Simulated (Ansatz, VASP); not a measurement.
## KI in VASP and in Ansatz

The input INCAR:

```
SYSTEM = KI
ALGO = Normal ; EDIFF = 1E-7
ENCUT = 520 ; GGA = PE
ISIF = 2 ; ISMEAR = 0
LASPH = .TRUE. ; LCHARG = .FALSE.
LREAL = .FALSE. ; LWAVE = .FALSE.
NBANDS = 15 ; NELM = 80
PREC = Accurate ; SIGMA = 0.05
```

The input KPOINTS:

```
k-points
0
G
  6 6 6
  0 0 0
```

The input POSCAR:

```
KI
1.0
    0.0000000000      3.5245500000      3.5597955000
    3.5245500000      0.0000000000      3.5597955000
    3.5245500000      3.5245500000      0.0000000000
K I
1 1
Direct
    0.0000000000      0.0000000000      0.0000000000
    0.5000000000      0.5000000000      0.5000000000
```

Input for Ansatz:

```yaml
crystal:
  lattice:
    - [0.0, 3.52455, 3.5597955]
    - [3.52455, 0.0, 3.5597955]
    - [3.52455, 3.52455, 0.0]
  atoms:
    - { symbol: K, position: [0.0, 0.0, 0.0] }
    - { symbol: I, position: [0.5, 0.5, 0.5] }
basis:
  ecutwfc: 420
kpoints:
  mp_grid: { grid: [6, 6, 6] }
hamiltonian:
  xc: pbe
scf:
  occupations: { method: gaussian, width: 0.05 }
output:
  forces: true
  stress: true
  eigenvalues: true
```

Change from the starting cell: strain +0.0100 x Voigt [0, 0, 1, 0, 0, 0], atoms carried along.

Alike in both runs: task single point; functional PBE; k mesh 6 × 6 × 6; occupations gaussian, width 0.05 eV; no spin polarisation.

|  | VASP | Ansatz |
| --- | --- | --- |
| version | VASP 6.6.1 | Ansatz 0.2.0 |
| potentials or method | VASP PAW PBE potentials, release 64 (K_sv, I) | scalar-relativistic, plane waves, PAW |
| plane-wave cutoff (eV) | 520 | 420 |
| valence electrons in the cell | 16 | 26 |

|  | VASP | Ansatz | Ansatz less VASP |
| --- | --- | --- | --- |
| gap on the k mesh at the Fermi level (eV) | 3.96 | 3.96 | +0.004 |
| least direct gap on the mesh (eV) | 3.96 | 3.96 | +0.004 |
| pressure (GPa) | 0.6 | 0.6 | -0.03 |
| largest component of the traceless stress (GPa) | 0.17 | 0.17 | -0.002 |

With one functional, cell and mesh, what is left measures potentials, basis and numerics. The two sets of potentials don't hold the same shells in valence.

Caveats: spin-orbit coupling is left out, which moves the levels of the heavy elements.
